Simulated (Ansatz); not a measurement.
Rocksalt MgO was put through Ansatz (plane waves). The geometry is the r2SCAN minimum.

The cell:
```cif
data_structure
_symmetry_space_group_name_H-M 'P 1'
_symmetry_Int_Tables_number 1
_cell_length_a 2.9729
_cell_length_b 2.9729
_cell_length_c 2.9729
_cell_angle_alpha 60.000
_cell_angle_beta 60.000
_cell_angle_gamma 60.000
_cell_volume 18.58
loop_
_atom_site_label
_atom_site_type_symbol
_atom_site_fract_x
_atom_site_fract_y
_atom_site_fract_z
_atom_site_occupancy
Mg1 Mg 0.00000 0.00000 0.00000 1
O1 O 0.50000 0.50000 0.50000 1
```

Abridged output:
```
Crystal: 2 atoms, lattice volume = 18.579 Å³
Basis set: ecut = 420 eV, 339 PW (Γ)
Bands: 12, of which v1, the nominal top of the filled ones, is band 8 counted from 1 (7 counted from 0)
Symmetry: 48 space group operations
Space group: Fm-3m (ITA 225)
k-points: 47 of 1000
Free energy (F): -2494.127657 eV
Fermi energy:    8.203425 eV
--- Band table (eV; the first three rows and the last of 47) ---
  k-point 0: bands = […, -30.7938, -30.7938, -9.0767, 8.2034, 8.2034, 8.2034, 13.0004, 24.0570, 24.0570, 24.0570]
  k-point 1: bands = […, -30.7946, -30.7946, -8.9665, 7.5528, 8.1356, 8.1356, 13.6271, 22.7999, 24.2977, 24.2977]
  k-point 2: bands = […, -30.7968, -30.7968, -8.6640, 6.2299, 7.9635, 7.9635, 14.8225, 21.2869, 24.7884, 24.7884]
  k-point 46: bands = […, -30.8388, -30.8251, -7.4646, 4.8727, 5.6787, 6.4680, 19.2540, 20.1288, 20.4493, 24.2266]
--- G₀W₀: contour deformation, 6 samples at zero and on the imaginary axis and 5 off it, 1000 q-points, 30 empty bands' worth ---
    ik  band        ε_KS         Σx   Σc(E_QP)       V_xc       Z   E_QP_lin       E_QP  E_QP is
     0     7      8.2034   -26.4348     4.4819   -20.9369  0.7960     7.1782     7.1874  root
     0     8      8.2034   -26.4348     4.4819   -20.9369  0.7960     7.1782     7.1874  root
     0     9     13.0004   -10.1379    -3.5646   -14.8432  0.8511    14.1482    14.1410  root
     0    10     24.0570    -3.7105    -4.6494    -9.5991  0.8363    25.3130    25.2961  root
     1     7      8.1356   -26.3671     4.4962   -20.8381  0.7957     7.0930     7.1027  root
     1     8      8.1356   -26.3671     4.4962   -20.8381  0.7957     7.0930     7.1027  root
     1     9     13.6271   -10.8003    -3.4811   -15.5193  0.8459    14.8738    14.8650  root
     1    10     22.7999    -3.8983    -4.6662    -9.7360  0.8326    23.9867    23.9713  root
     2     7      7.9635   -26.2002     4.5302   -20.5968  0.7949     6.8797     6.8904  root
     2     8      7.9635   -26.2002     4.5302   -20.5968  0.7949     6.8797     6.8904  root
     2     9     14.8225   -10.7747    -3.6395   -15.7973  0.8403    16.2181    16.2056  root
     2    10     21.2869    -5.0830    -4.5878   -10.9571  0.8312    22.5901    22.5733  root
     3     7      7.7615   -26.0124     4.5681   -20.3269  0.7939     6.6322     6.6441  root
     3     8      7.7615   -26.0124     4.5681   -20.3269  0.7939     6.6322     6.6441  root
     3     9     15.7567    -9.3198    -3.8909   -14.5576  0.8421    17.1163    17.1036  root
     3    10     20.6074    -7.4129    -4.6123   -13.6319  0.8194    22.2400    22.2140  root
     4     7      7.6054   -25.8742     4.5966   -20.1282  0.7932     6.4432     6.4560  root
     4     8      7.6054   -25.8742     4.5966   -20.1282  0.7932     6.4432     6.4560  root
     4     9     16.1089    -7.6328    -4.0030   -12.8199  0.8487    17.3025    17.2929  root
     4    10     20.7072    -9.7810    -4.8067   -16.5553  0.8029    22.7205    22.6748  root
     5     7      7.5472   -25.8246     4.6071   -20.0568  0.7929     6.3734     6.3866  root
     5     8      7.5472   -25.8246     4.6071   -20.0568  0.7929     6.3734     6.3866  root
     5     9     16.1568    -7.0663    -4.0201   -12.2029  0.8514    17.2817    17.2732  root
     5    10     20.8788   -10.6337    -4.9313   -17.6702  0.7961    23.0424    22.9839  root
     6     7      8.0505   -26.2913     4.5029   -20.7337  0.7955     6.9856     6.9958  root
     6     8      8.0505   -26.2913     4.5029   -20.7337  0.7955     6.9856     6.9958  root
     6     9     13.8292   -10.9854    -3.4706   -15.7304  0.8442    15.1131    15.1036  root
     6    10     22.4242    -3.4817    -4.6040    -9.1826  0.8367    23.5336    23.5210  root
     7     7      7.8683   -26.1300     4.5322   -20.5003  0.7948     6.7595     6.7708  root
     7     8      7.8923   -26.1038     4.5223   -20.4917  0.7949     6.7914     6.8025  root
     7     9     14.8309   -11.1405    -3.5960   -16.1550  0.8387    16.2625    16.2494  root
     7    10     21.1777    -4.1054    -4.5182    -9.7632  0.8382    22.3298    22.3173  root
    12     7      7.2908   -25.4752     4.5712   -19.6863  0.7929     6.0582     6.0732  root
    12     8      7.7145   -25.9640     4.5833   -20.2547  0.7936     6.5764     6.5886  root
    12     9     16.3727    -9.0969    -3.9740   -14.4569  0.8400    17.7729    17.7586  root
    12    10     20.4111    -7.8974    -4.5939   -14.1568  0.8176    22.1061    22.0765  root
  […]
```

The points are ik 0 = (0, 0, 0) (Γ), ik 1 = (0, 0, 0.100), ik 2 = (0, 0, 0.200), ik 3 = (0, 0, 0.300), ik 4 = (0, 0, 0.400), ik 5 = (0, 0, -1/2), ik 6 = (0, 0.100, 0.100), ik 7 = (0, 0.100, 0.200), ik 12 = (0, 0.100, -0.300), ik 13 = (0, 0.100, -0.200), ik 14 = (0, 0.100, -0.100), ik 21 = (0, 0.200, -0.200); band 8 is the last filled one.

Question: What input produced it? Give the YAML.

Answer:
```yaml
crystal:
  # lattice and atoms as above
kpoints:
  mp_grid: { grid: [10, 10, 10] }
hamiltonian:
  xc: pbe
scf:
  occupations: { method: fixed }
gw:
  n_empty_bands: 30
  ecut_chi: 80
  qp_bands: [v2, c2]
  qp_kpoints: band_edges
  screening: { model: contour_deformation }
```
The quasiparticle table needs the gw block. The lines shown narrow the functional down without fixing it; this is the one that was run. This is the file that was run; thresholds and some counts can't be read off the log exactly.

Wall time 12 min on 1 × NVIDIA H100 80GB HBM3 with 2 threads of AMD EPYC 7R13 Processor (Zen 3) (shared host), load about 2.0 per core; peak host memory 1.3 GiB.

No spin polarisation and no zero-point or thermal motion.
